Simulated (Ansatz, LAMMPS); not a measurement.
# Relaxing a frame of liquid Al2O3 from 3000 K (175 atoms), part 2 of 3

Wanted: the relaxed structure of a frame of liquid Al2O3 from 3000 K (175 atoms) and its electronic structure.

Ansatz 0.2.0; Kohn-Sham DFT, revPBE, PAW (set soft_2), plane waves.

The cell: 70 Al and 105 O. The network of bonds at the start is that of the classical potential that made the cell. Sampling is at Γ alone, for a cell whose shortest periodic width is 13 Å.

So far. Step 3 (Single point at the start): Neighbours are counted within 2.49 Å (O-Al).

### Step 4. Relaxation

The atoms are relaxed in the fixed cell, aiming at the force tolerance of the input.

The input, input.yaml:

```yaml
crystal:
  lattice:
    - [12.8697, 0.0, 0.0]
    - [0.0, 12.8697, 0.0]
    - [0.0, 0.0, 12.8697]
  atoms:
    [... the 175 atom lines of step 3 ...]
kpoints:
  mp_grid: { grid: [1, 1, 1] }
hamiltonian:
  xc: revpbe
scf:
  occupations: { method: gaussian, width: 0.025 }
output:
  forces: true
relax:
  f_tol: 0.05
  max_steps: 200
```

Run with:

```bash
ansatz run input.yaml --threads 4 --pin off --max-ram 8192MiB --backend cpu --events-out ev --progress --plain --runs-dir out
```

Numbers of over 12 decimals in the logs are rounded to 6 here.

Output:

```text
[...]
Crystal: 175 atoms, lattice volume = 2131.598 Å³
Basis set: ecut = 420 eV, 41851 PW (Γ), exchange–correlation on 180×180×180 points (8 copies of the dense FFT grid, shifted against one another)
Bands: 595, of which v1, the nominal top of the filled ones, is band 420 counted from 1 (419 counted from 0)
Symmetry: 1 space group operations
[...]
k-points: 1
[...]
SCF iter   1: F=—  HF=-97606.142808 eV  |F-HF|=—  |Δ(HF+E_count)|=         —  Δρ=5.60e-3  dr2=1.12e0  ethr=1.77e-3  ⟨swp⟩=6.0  Hψ=2671  notcnv=0  defer=67
[...]
SCF iter   9: F=-97605.945429 eV  HF=-97605.945422 eV  |F-HF|=7.15e-6  |Δ(HF+E_count)|=   2.53e-5  Δρ=1.66e-5  dr2=6.90e-6  ethr=7.44e-9  ⟨swp⟩=4.0  Hψ=1751  notcnv=0
SCF 1 converged in 9 iterations: F = -97605.945429 eV  dr2 = 6.90e-6
[...]
relax step   1: F+E_penalty+E_count = -97605.94542881 eV  Δ(F+E_penalty+E_count) = +0.000e0 eV  max|allowed force component| = 1.483e1 eV/Å  Δτ_max = 0.0000 Å  (9 SCF iters, dr2 threshold 6.25e-5 eV, accepted)
[...]
relax step   2: F+E_penalty+E_count = -97647.29927048 eV  Δ(F+E_penalty+E_count) = -4.135e1 eV  max|allowed force component| = 6.270e0 eV/Å  Δτ_max = 0.1984 Å  (9 SCF iters, dr2 threshold 1.00e-4 eV, accepted)
[...]
relax step   3: F+E_penalty+E_count = -97671.10112124 eV  Δ(F+E_penalty+E_count) = -2.380e1 eV  max|allowed force component| = 2.275e0 eV/Å  Δτ_max = 0.1952 Å  (8 SCF iters, dr2 threshold 1.00e-4 eV, accepted)
relax step   4: F+E_penalty+E_count = -97680.42612900 eV  Δ(F+E_penalty+E_count) = -9.325e0 eV  max|allowed force component| = 1.447e0 eV/Å  Δτ_max = 0.1950 Å  (8 SCF iters, dr2 threshold 1.00e-4 eV, accepted)
relax step   5: F+E_penalty+E_count = -97685.52634959 eV  Δ(F+E_penalty+E_count) = -5.100e0 eV  max|allowed force component| = 1.294e0 eV/Å  Δτ_max = 0.1946 Å  (8 SCF iters, dr2 threshold 1.00e-4 eV, accepted)
relax step   6: F+E_penalty+E_count = -97689.43414155 eV  Δ(F+E_penalty+E_count) = -3.908e0 eV  max|allowed force component| = 1.053e0 eV/Å  Δτ_max = 0.2000 Å  (8 SCF iters, dr2 threshold 1.00e-4 eV, accepted)
relax step   7: F+E_penalty+E_count = -97692.36529305 eV  Δ(F+E_penalty+E_count) = -2.931e0 eV  max|allowed force component| = 7.485e-1 eV/Å  Δτ_max = 0.2000 Å  (8 SCF iters, dr2 threshold 1.00e-4 eV, accepted)
relax step   8: F+E_penalty+E_count = -97694.62024752 eV  Δ(F+E_penalty+E_count) = -2.255e0 eV  max|allowed force component| = 1.179e0 eV/Å  Δτ_max = 0.1914 Å  (8 SCF iters, dr2 threshold 1.00e-4 eV, accepted)
relax step   9: F+E_penalty+E_count = -97696.20982344 eV  Δ(F+E_penalty+E_count) = -1.590e0 eV  max|allowed force component| = 1.119e0 eV/Å  Δτ_max = 0.2000 Å  (8 SCF iters, dr2 threshold 1.00e-4 eV, accepted)
relax step  10: F+E_penalty+E_count = -97697.64944422 eV  Δ(F+E_penalty+E_count) = -1.440e0 eV  max|allowed force component| = 8.401e-1 eV/Å  Δτ_max = 0.1942 Å  (6 SCF iters, dr2 threshold 1.00e-4 eV, accepted)
relax step  11: F+E_penalty+E_count = -97698.71726439 eV  Δ(F+E_penalty+E_count) = -1.068e0 eV  max|allowed force component| = 8.504e-1 eV/Å  Δτ_max = 0.2000 Å  (6 SCF iters, dr2 threshold 1.00e-4 eV, accepted)
relax step  12: F+E_penalty+E_count = -97699.77142209 eV  Δ(F+E_penalty+E_count) = -1.054e0 eV  max|allowed force component| = 7.396e-1 eV/Å  Δτ_max = 0.2000 Å  (8 SCF iters, dr2 threshold 1.00e-4 eV, accepted)
relax step  13: F+E_penalty+E_count = -97700.50378787 eV  Δ(F+E_penalty+E_count) = -7.324e-1 eV  max|allowed force component| = 5.961e-1 eV/Å  Δτ_max = 0.1951 Å  (6 SCF iters, dr2 threshold 1.00e-4 eV, accepted)
relax step  14: F+E_penalty+E_count = -97701.19515466 eV  Δ(F+E_penalty+E_count) = -6.914e-1 eV  max|allowed force component| = 2.621e-1 eV/Å  Δτ_max = 0.2000 Å  (8 SCF iters, dr2 threshold 1.00e-4 eV, accepted)
relax step  15: F+E_penalty+E_count = -97701.63540150 eV  Δ(F+E_penalty+E_count) = -4.402e-1 eV  max|allowed force component| = 2.186e-1 eV/Å  Δτ_max = 0.2000 Å  (8 SCF iters, dr2 threshold 1.33e-5 eV, accepted)
relax step  16: F+E_penalty+E_count = -97701.98000252 eV  Δ(F+E_penalty+E_count) = -3.446e-1 eV  max|allowed force component| = 4.599e-1 eV/Å  Δτ_max = 0.1950 Å  (8 SCF iters, dr2 threshold 9.24e-6 eV, accepted)
relax step  17: F+E_penalty+E_count = -97702.38358013 eV  Δ(F+E_penalty+E_count) = -4.036e-1 eV  max|allowed force component| = 6.609e-1 eV/Å  Δτ_max = 0.1951 Å  (6 SCF iters, dr2 threshold 1.00e-4 eV, accepted)
relax step  18: F+E_penalty+E_count = -97702.92281325 eV  Δ(F+E_penalty+E_count) = -5.392e-1 eV  max|allowed force component| = 6.188e-1 eV/Å  Δτ_max = 0.2000 Å  (6 SCF iters, dr2 threshold 1.00e-4 eV, accepted)
relax step  19: F+E_penalty+E_count = -97703.34174265 eV  Δ(F+E_penalty+E_count) = -4.189e-1 eV  max|allowed force component| = 3.941e-1 eV/Å  Δτ_max = 0.2000 Å  (6 SCF iters, dr2 threshold 1.00e-4 eV, accepted)
relax step  20: F+E_penalty+E_count = -97703.82102454 eV  Δ(F+E_penalty+E_count) = -4.793e-1 eV  max|allowed force component| = 3.589e-1 eV/Å  Δτ_max = 0.2000 Å  (7 SCF iters, dr2 threshold 6.30e-5 eV, accepted)
relax step  21: F+E_penalty+E_count = -97704.18390420 eV  Δ(F+E_penalty+E_count) = -3.629e-1 eV  max|allowed force component| = 7.953e-1 eV/Å  Δτ_max = 0.1925 Å  (6 SCF iters, dr2 threshold 5.22e-5 eV, accepted)
relax step  22: F+E_penalty+E_count = -97704.62792650 eV  Δ(F+E_penalty+E_count) = -4.440e-1 eV  max|allowed force component| = 1.026e0 eV/Å  Δτ_max = 0.2000 Å  (6 SCF iters, dr2 threshold 1.00e-4 eV, accepted)
relax step  23: F+E_penalty+E_count = -97705.01886034 eV  Δ(F+E_penalty+E_count) = -3.909e-1 eV  max|allowed force component| = 9.427e-1 eV/Å  Δτ_max = 0.1945 Å  (6 SCF iters, dr2 threshold 1.00e-4 eV, accepted)
relax step  24: F+E_penalty+E_count = -97705.38183839 eV  Δ(F+E_penalty+E_count) = -3.630e-1 eV  max|allowed force component| = 5.821e-1 eV/Å  Δτ_max = 0.2000 Å  (6 SCF iters, dr2 threshold 1.00e-4 eV, accepted)
[...]
relax step  29: F+E_penalty+E_count = -97706.25169840 eV  Δ(F+E_penalty+E_count) = +4.814e-2 eV  max|allowed force component| = 2.317e0 eV/Å  Δτ_max = 0.1936 Å  (7 SCF iters, dr2 threshold 3.17e-5 eV, rejected (line search))
relax step  30: F+E_penalty+E_count = -97706.48439682 eV  Δ(F+E_penalty+E_count) = -1.846e-1 eV  max|allowed force component| = 1.844e-1 eV/Å  Δτ_max = 0.0968 Å  (10 SCF iters, accepted)
[...]
relax step  41: F+E_penalty+E_count = -97709.10791275 eV  Δ(F+E_penalty+E_count) = -8.224e-2 eV  max|allowed force component| = 4.361e-1 eV/Å  Δτ_max = 0.1935 Å  (10 SCF iters, accepted)
relax step  42: F+E_penalty+E_count = -97709.28142431 eV  Δ(F+E_penalty+E_count) = -1.735e-1 eV  max|allowed force component| = 5.697e-1 eV/Å  Δτ_max = 0.1946 Å  (6 SCF iters, dr2 threshold 1.00e-4 eV, accepted)
relax step  43: F+E_penalty+E_count = -97709.62592430 eV  Δ(F+E_penalty+E_count) = -3.445e-1 eV  max|allowed force component| = 3.150e-1 eV/Å  Δτ_max = 0.2000 Å  (7 SCF iters, dr2 threshold 1.00e-4 eV, accepted)
relax step  44: F+E_penalty+E_count = -97709.77644333 eV  Δ(F+E_penalty+E_count) = -1.505e-1 eV  max|allowed force component| = 5.820e-1 eV/Å  Δτ_max = 0.2000 Å  (6 SCF iters, dr2 threshold 3.03e-5 eV, accepted)
relax step  45: F+E_penalty+E_count = -97710.02479225 eV  Δ(F+E_penalty+E_count) = -2.483e-1 eV  max|allowed force component| = 8.288e-1 eV/Å  Δτ_max = 0.2000 Å  (6 SCF iters, dr2 threshold 1.00e-4 eV, accepted)
relax step  46: F+E_penalty+E_count = -97710.56053057 eV  Δ(F+E_penalty+E_count) = -5.357e-1 eV  max|allowed force component| = 5.482e-1 eV/Å  Δτ_max = 0.2000 Å  (6 SCF iters, dr2 threshold 1.00e-4 eV, accepted)
relax step  47: F+E_penalty+E_count = -97710.82600156 eV  Δ(F+E_penalty+E_count) = -2.655e-1 eV  max|allowed force component| = 3.579e-1 eV/Å  Δτ_max = 0.2000 Å  (6 SCF iters, dr2 threshold 1.00e-4 eV, accepted)
relax step  48: F+E_penalty+E_count = -97710.99400781 eV  Δ(F+E_penalty+E_count) = -1.680e-1 eV  max|allowed force component| = 2.777e-1 eV/Å  Δτ_max = 0.2000 Å  (6 SCF iters, dr2 threshold 5.46e-5 eV, accepted)
relax step  49: F+E_penalty+E_count = -97710.89886075 eV  Δ(F+E_penalty+E_count) = +9.515e-2 eV  max|allowed force component| = 8.771e-1 eV/Å  Δτ_max = 0.1941 Å  (6 SCF iters, dr2 threshold 3.29e-5 eV, rejected (line search))
relax step  50: F+E_penalty+E_count = -97711.04415059 eV  Δ(F+E_penalty+E_count) = -5.014e-2 eV  max|allowed force component| = 6.142e-2 eV/Å  Δτ_max = 0.0970 Å  (9 SCF iters, accepted)
relax step  51: F+E_penalty+E_count = -97711.04582749 eV  Δ(F+E_penalty+E_count) = -1.677e-3 eV  max|allowed force component| = 6.017e-2 eV/Å  Δτ_max = 0.0220 Å  (8 SCF iters, accepted)
relax step  52: F+E_penalty+E_count = -97711.04612612 eV  Δ(F+E_penalty+E_count) = -2.986e-4 eV  max|allowed force component| = 5.593e-2 eV/Å  Δτ_max = 0.0115 Å  (7 SCF iters, accepted)
relax step  53: F+E_penalty+E_count = -97711.04610401 eV  Δ(F+E_penalty+E_count) = +2.212e-5 eV  max|allowed force component| = 3.227e-2 eV/Å  Δτ_max = 0.0199 Å  (6 SCF iters, dr2 threshold 2.70e-6 eV, accepted)
[...]
relax step  54: F+E_penalty+E_count = -97711.04610428 eV  Δ(F+E_penalty+E_count) = -2.719e-7 eV  max|allowed force component| = 3.218e-2 eV/Å  Δτ_max = 0.0000 Å  (4 SCF iters, accepted)
SCF converged after 4 iterations
Free energy (F): -97711.046104 eV
[...]
Internal energy: -97711.046104 eV  (E = F + TS)
E sigma→0 (E₀):  -97711.046104 eV
Fermi energy:    6.009899 eV
[...]
--- Forces (eV/Å), atoms counted from 1 ---
  atom   1  Al    -0.00627505    -0.00497862    -0.00324860
  atom   2  Al     0.00428342    -0.01254348     0.03050481
  atom   3  Al     0.00268921     0.00522310    -0.00927848
  atom   4  Al     0.00236695    -0.00133575    -0.00819744
  atom   5  Al     0.00749806    -0.00288643     0.00176760
  atom   6  Al    -0.00887765     0.00104926    -0.00443634
  atom   7  Al    -0.00144296     0.00205079    -0.00125035
  atom   8  Al    -0.00167039     0.00311896     0.01151488
  atom   9  Al     0.00129019     0.00018839     0.00249747
  atom  10  Al     0.01677643    -0.00201826     0.00516648
  atom  11  Al    -0.00194818    -0.00246469     0.00080483
  atom  12  Al    -0.00457911    -0.00680295     0.00148239
  atom  13  Al    -0.01281363     0.01034687    -0.00864186
  atom  14  Al     0.00023111    -0.01739349     0.00494824
[...]
atom 174  O     -0.00403883     0.00285104    -0.00270842
  atom 175  O     -0.00169010    -0.00367780     0.00068530
  max |Σ_I F_I| component: 7.97e-5 eV/Å
--- Relaxed structure (54 steps of the walk, 52 accepted, 0 SCFs on fresh bases) ---
  F+E_penalty+E_count = -97711.04610428 eV   max|allowed force component| = 3.218e-2 eV/Å
  atoms:
    - { symbol: Al, position: [0.876159, 0.031451, 0.204438] }
    - { symbol: Al, position: [0.055607, 0.034270, 0.998793] }
    - { symbol: Al, position: [0.792307, 0.970869, 1.011449] }
    - { symbol: Al, position: [0.638574, 0.100987, 0.142431] }
[...]
- { symbol: O, position: [0.544289, 0.086936, 0.469335] }
```

Wall time 19 min (4 threads of AMD EPYC 7R43, shared host); peak memory 3.2 GiB; 71 min of CPU time.

Step by step (22 of 54):

| step | energy less that of the first step (eV) | largest force component (eV/Å) |
| --- | --- | --- |
| 1 | 0.0000 | 14.8251 |
| 4 | -74.4807 | 1.4469 |
| 6 | -83.4887 | 1.0532 |
| 9 | -90.2644 | 1.1192 |
| 11 | -92.7718 | 0.8504 |
| 14 | -95.2497 | 0.2621 |
| 16 | -96.0346 | 0.4599 |
| 19 | -97.3963 | 0.3941 |
| 21 | -98.2385 | 0.7953 |
| 24 | -99.4364 | 0.5821 |
| 26 | -99.8819 | 0.2649 |
| 29 | -100.3063 | 2.3167 |
| 31 | -100.7032 | 0.2962 |
| 34 | -101.4921 | 0.4251 |
| 36 | -101.9506 | 0.7918 |
| 39 | -102.9936 | 0.2212 |
| 41 | -103.1625 | 0.4361 |
| 44 | -103.8310 | 0.5819 |
| 46 | -104.6151 | 0.5482 |
| 49 | -104.9534 | 0.8771 |
| 51 | -105.1004 | 0.0602 |
| 54 | -105.1007 | 0.0322 |

Relaxation steps 29, 49 were tried and not accepted.

The atoms that moved most (Å):

| atom | dx | dy | dz | length |
| --- | --- | --- | --- | --- |
| O166 | -1.553 | -0.196 | -1.360 | 2.074 |
| Al10 | -0.239 | -1.503 | -1.124 | 1.892 |
| O75 | 1.507 | -0.832 | 0.259 | 1.741 |
| Al35 | 1.616 | -0.460 | -0.253 | 1.700 |
| O97 | 0.903 | 1.331 | -0.370 | 1.650 |
| O95 | -1.241 | 0.886 | 0.287 | 1.551 |
| O82 | 0.312 | -1.492 | 0.123 | 1.529 |
| O77 | -1.458 | 0.341 | 0.285 | 1.524 |

The relaxation changed the energy by -601 meV/atom, and atoms moved by 0.84 Å r.m.s., 2.1 Å at most.

### Step 5. Distances and neighbours after relaxation

Bonds before and after, by the cutoffs listed below:

| pair | bonds before | bonds after | mean before (Å) | mean after (Å) | spread before (Å) | spread after (Å) |
| --- | --- | --- | --- | --- | --- | --- |
| O-Al | 303 | 308 | 1.886 | 1.856 | 0.232 | 0.107 |

Density 2.78 g/cm³, 12.18 Å³ an atom.

g(r), total and by pair (bins of 0.2 Å):

| r (Å) | total | O-O | O-Al | Al-Al |
| --- | --- | --- | --- | --- |
| 1.60 | 0.06 | 0.00 | 0.12 | 0.00 |
| 1.80 | 3.98 | 0.00 | 8.29 | 0.00 |
| 2.00 | 0.87 | 0.00 | 1.81 | 0.00 |
| 2.20 | 0.07 | 0.00 | 0.14 | 0.00 |
| 2.40 | 0.18 | 0.41 | 0.06 | 0.00 |
| 2.60 | 0.67 | 1.55 | 0.07 | 0.50 |
| 2.80 | 1.25 | 2.73 | 0.13 | 1.29 |
| 3.00 | 1.48 | 2.69 | 0.42 | 2.00 |
| 3.20 | 1.28 | 1.41 | 0.71 | 2.73 |
| 3.40 | 0.99 | 0.64 | 0.84 | 2.20 |
| 3.60 | 0.91 | 0.54 | 1.23 | 0.75 |
| 3.80 | 0.82 | 0.55 | 1.19 | 0.31 |
| 4.00 | 0.88 | 0.56 | 1.31 | 0.30 |
| 4.20 | 1.07 | 0.60 | 1.54 | 0.73 |
| 4.40 | 1.09 | 0.90 | 1.34 | 0.81 |
| 4.60 | 1.03 | 0.83 | 1.29 | 0.70 |
| 4.80 | 0.99 | 1.02 | 0.97 | 0.97 |
| 5.00 | 1.02 | 1.23 | 0.77 | 1.30 |
| 5.20 | 1.03 | 1.42 | 0.68 | 1.23 |
| 5.40 | 0.90 | 1.27 | 0.62 | 0.90 |
| 5.60 | 1.00 | 1.22 | 0.71 | 1.33 |
| 5.80 | 1.06 | 1.10 | 0.98 | 1.25 |
| 6.00 | 1.02 | 0.82 | 1.12 | 1.18 |
| 6.20 | 1.00 | 0.90 | 1.15 | 0.83 |

Bonds by pair of elements; cutoffs follow the first minimum of g(r), held within bounds set by covalent radii, and pairs that aren't listed don't count as bonded:

| pair A-B | cutoff (Å) | bonds | mean length (Å) | spread (Å) | shortest (Å) | B about A | A about B |
| --- | --- | --- | --- | --- | --- | --- | --- |
| O-Al | 2.49 | 308 | 1.86 | 0.107 | 1.68 | 2.93 | 4.4 |

How many atoms have how many bonded neighbours:

| element | mean | 2 | 3 | 4 | 5 | 6 |
| --- | --- | --- | --- | --- | --- | --- |
| Al | 4.4 | 0 | 1 | 42 | 25 | 2 |
| O | 2.93 | 10 | 92 | 3 | 0 | 0 |

Bond angles (no mean is given where the spread exceeds 20°):

| angle | count | mean (°) | spread (°) |
| --- | --- | --- | --- |
| O-Al-O | 535 | - | - |
| Al-O-Al | 304 | 117 | 17.2 |

Oxygen atoms by the number of network formers (Si, P, Ge, B, Al, As, Ga) bound to them:

| network formers bound to O | O atoms | per cent |
| --- | --- | --- |
| 0 | 0 | 0 |
| 1 | 0 | 0 |
| 2 | 10 | 9.5 |
| 3 | 92 | 87.6 |
| 4 | 3 | 2.9 |

Network units: each former by its oxygen neighbours and how many of them bridge to another former:

| former | O neighbours | bridging O | atoms |
| --- | --- | --- | --- |
| Al | 3 | 3 | 1 |
| Al | 4 | 4 | 42 |
| Al | 5 | 5 | 25 |
| Al | 6 | 6 | 2 |

Bond length by coordination (bonds to H left out):

| element | coordination | atoms | mean bond length (Å) |
| --- | --- | --- | --- |
| Al | 3 | 1 | 1.73 |
| Al | 4 | 42 | 1.81 |
| Al | 5 | 25 | 1.91 |
| Al | 6 | 2 | 1.99 |
| O | 2 | 10 | 1.73 |
| O | 3 | 92 | 1.86 |
| O | 4 | 3 | 1.99 |

Rings of the network by King's shortest-path rule, up to 12 atoms, one path for each pair of neighbours; H, halogens, alkali and alkaline-earth atoms are left out, and the last column divides by all other atoms, bonded or not:

| ring size (atoms) | rings | per network atom |
| --- | --- | --- |
| 4 | 36 | 0.206 |
| 6 | 90 | 0.514 |
| 8 | 155 | 0.886 |
| 10 | 41 | 0.234 |
| 12 | 4 | 0.023 |

First main peaks of g(r), for some of the pairs, lie near 2.9 Å (O-O), 1.8 Å (O-Al) and 3.2 Å (Al-Al). By these cutoffs 60 % of Al atoms have 4 and 88 % of O atoms have 3 bonded neighbours. 10 % of the oxygens bridge two formers (Al) and 0 % are non-bridging; 88 % join three; 3 % join four. The commonest Al unit has 4 oxygens, 4 of them shared with other formers (42 of 70 atoms). Bonds at O atoms with 2 neighbours average 1.73 Å, against 1.99 Å at those with 4. Rings of 8 atoms are the most common (48 % of those counted); sizes run from 4 to 12, where the search stops.

(Part 2 of 3 ends here.)

[Logs are printed without paths, hosts, clocks, repeated set-up lines and the standing remarks that a program may print on its own settings, such as how far it seeks lower states.]

[Hosts, paths, dates, database ids (printed as entryN), source tags and the programs' standing remarks are cut or masked in the printed files.]
